## Two layers, two levels: the bands of WS₂ between mesh points

Bulk WS₂ has two layers in its unit cell, so each band of a single layer appears twice. How far apart the two copies lie depends on how strongly the layers feel each other. Can the levels beside the gap at one point of the mesh be found from those at its neighbours?

Kohn–Sham levels of bulk WS₂ (P6₃/mmc, 6-atom cell) at points of the k mesh, counted from the valence top. They were computed with exciting sodium using all-electron LAPW+lo and the PBE functional, without spin polarisation or spin-orbit coupling, at the given geometry, with a 10×10×3 k mesh, rgkmax 7.5 and Gaussian smearing of 0.011 eV.

```csv
point a (reciprocal cell vector),point b (reciprocal cell vector),point c (reciprocal cell vector),level under 2 (eV),level under 1 (eV),level over 1 (eV),level over 2 (eV)
0.0000,0.0000,0.0000,-1.090,0.000,2.248,2.248
0.3000,0.0000,0.0000,-1.861,-1.659,1.527,1.825
0.5000,0.0000,0.0000,-1.663,-1.503,2.203,2.241
0.2000,0.2000,0.0000,-1.511,-1.492,1.125,1.976
0.3000,0.3000,0.0000,-0.884,-0.727,1.360,1.381
0.1000,0.0000,0.3333,-0.669,-0.388,2.068,2.114
0.2000,0.0000,0.3333,?,?,?,?
```

The coordinates a, b and c count along the reciprocal cell vectors. The point (0, 0, 0) is Γ and (0.5, 0, 0) is M; c describes how the wave's phase changes from layer to layer. "Level under 1" is the highest filled level and "level over 1" the lowest empty one, in eV from the valence top, which lies at Γ. The unknown point (0.2, 0, 1/3) lies between (0.1, 0, 1/3) and (0.3, 0, 0) in the plane, but shares its height only with the first.

### What the neighbouring layers do

Let a single layer have a level at energy $\varepsilon$, and let $t$ be its coupling to the same level in the next layer. Each layer has one neighbour above and one below, half a cell away, and their contributions add with opposite phases:

$$E=\varepsilon\pm t\,(e^{i\pi c}+e^{-i\pi c})=\varepsilon\pm 2t\cos(\pi c).$$

The mean of the pair is thus independent of height, while the splitting at $c=1/3$ is half that at $c=0$.

The size of $t$ depends on the orbitals. At Γ the valence top is built from tungsten d and sulfur p orbitals that point out of the layer, towards the next one, and the upper two levels lie 1.09 eV apart. At (0.3, 0, 0) only 0.20 eV is left, as expected if in-plane orbitals take over. A single layer has no such splitting, so its valence level at Γ lies lower than the bulk top. This is one reason why the gap of a transistor channel a few layers thick depends on the number of layers.

### The forecast

The valence mean runs from a hump near Γ to a trough near (0.3, 0, 0). Midway between hump and trough a smooth band is nearly straight, so the average of the two neighbouring means should serve:

$$\tfrac12(-0.529-1.760)=-1.144\ \text{eV}.$$

For the splitting, the 0.281 eV at (0.1, 0, 1/3) is first doubled to bring it to $c=0$. The geometric mean with the other neighbour is then halved again:

$$\tfrac12\sqrt{0.562\times0.202}=0.17\ \text{eV}.$$

Half of this on either side of the mean puts the valence levels at −1.06 and −1.23 eV.

The mean of the two lowest empty levels is high at Γ and at M and dips between them. A constant plus a multiple of $\cos(4\pi a)$, fitted by least squares to the four known points with $b=0$, gives 1.70 eV. The curve describes the lowest pair, whatever its origin: at Γ the two levels coincide through in-plane symmetry and are not a layer pair. If the two empty levels at (0.3, 0, 0) are a layer pair, their splitting is halved to 0.15 eV at the new height, which leads to levels at 1.62 and 1.77 eV.

Each level carries an error bar of ±0.2 eV. This is a judgement, based on a valence mean that falls by 0.6 eV per mesh step and on a straight line that would put the conduction mean at 1.88 eV. The valence splitting should lie between 0.08 and 0.28 eV, the conduction splitting between 0.05 and 0.35 eV.

The withheld rows as computed:

```csv
point a (reciprocal cell vector),point b (reciprocal cell vector),point c (reciprocal cell vector),level under 2 (eV),level under 1 (eV),level over 1 (eV),level over 2 (eV)
0.2000,0.0000,0.3333,-1.155,-1.099,1.609,1.936
```

### Good means, poor splittings

All four levels fall within their bars, and the valence mean is right to 0.02 eV. The valence splitting, however, is only 0.06 eV, below its range. The conduction splitting of 0.33 eV is inside its range but more than twice the central forecast. The close hit on the lower empty level comes from two errors that cancel: the mean was put too low and the splitting too small. In the upper level they add up to a miss of 0.17 eV.

By the halving rule, the valence splitting found here corresponds to 0.11 eV at $c=0$, less than the 0.20 eV further out. If both points hold a true layer pair, the coupling doesn't simply fade away from Γ, as the geometric mean assumed. Contributions to $t$ from different orbitals may nearly cancel at the forecast point. A second band is the other suspect: it may mix with the pair where symmetry allows, or put a level between the two partners. This is likelier at (0.3, 0, 0): in the same run the next filled level lies only 0.25 eV below the pair there, against about 0.8 eV at the forecast point. The splittings alone can't decide between the two causes.

For the empty levels the table held a warning. At (0.2, 0.2, 0) they lie 0.85 eV apart, far more than at (0.3, 0, 0), the only point used to forecast the conduction splitting. This point lies in the valley that holds the lowest empty level of the table. Sulfur orbitals that reach towards the next layer are known to take part in it, so a strong splitting is reasonable there. Whether the two empty levels at the forecast point are a layer pair too, their energies alone can't show.

For a true layer pair, the mean follows the smooth band of one layer, whereas the splitting follows the orbital mixture, which can change within one mesh step. Spin-orbit coupling, which is left out here, would change the valence splitting most near the corner of the zone, at (0.3, 0.3, 0). On the line from Γ to M symmetry forbids it to split the levels of a single layer, though it can still mix bands. All splittings hold for the layer spacing given to the run, since $t$ depends on it.
